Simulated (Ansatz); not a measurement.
Input and command of a plane-wave DFT calculation in Ansatz:

```yaml
crystal:
  lattice:
    - [3.8677060746, 0.0, 4.707e-06]
    - [0.0, 3.8677060746, 4.707e-06]
    - [-1.9338496543, -1.9338496543, 2.7672671553]
  atoms:
    - { symbol: Ca, position: [0.0, 0.0, 0.0] }
    - { symbol: F, position: [0.7499996782, 0.2500003218, 0.5] }
    - { symbol: F, position: [0.2500003218, 0.7499996782, 0.5] }
basis:
  ecutwfc: 420
kpoints:
  mp_grid: { grid: [7, 7, 10] }
  band_path: { path: [VBM, CBM], npoints: 2 }
hamiltonian:
  xc: pbe
scf:
  occupations: { method: gaussian, width: 0.02 }
output:
  forces: true
  stress: true
  eigenvalues: true
  write_density: true
  write_potential: true
  elf: true
  volumetric_format: npy
```

```bash
ansatz run input.yaml --threads 4 --pin off --max-ram 10240MiB --backend cpu --events-out ev --progress --plain --runs-dir out
```

Processor: Intel(R) Xeon(R) Platinum 8259CL CPU @ 2.50GHz (Skylake/Cascade Lake), 4 threads, on a host shared with other jobs.

Task: Estimate time, memory and problem size.

Result: About 4 s on 4 threads of Intel(R) Xeon(R) Platinum 8259CL CPU @ 2.50GHz (Skylake/Cascade Lake), with other jobs on the host, peak memory 0.42 GiB. It solves 16 bands at 144 k points (the mesh reduced by the symmetry that the task leaves, which can be less than the crystal's) with about 837 plane waves, in 6 SCF iterations.
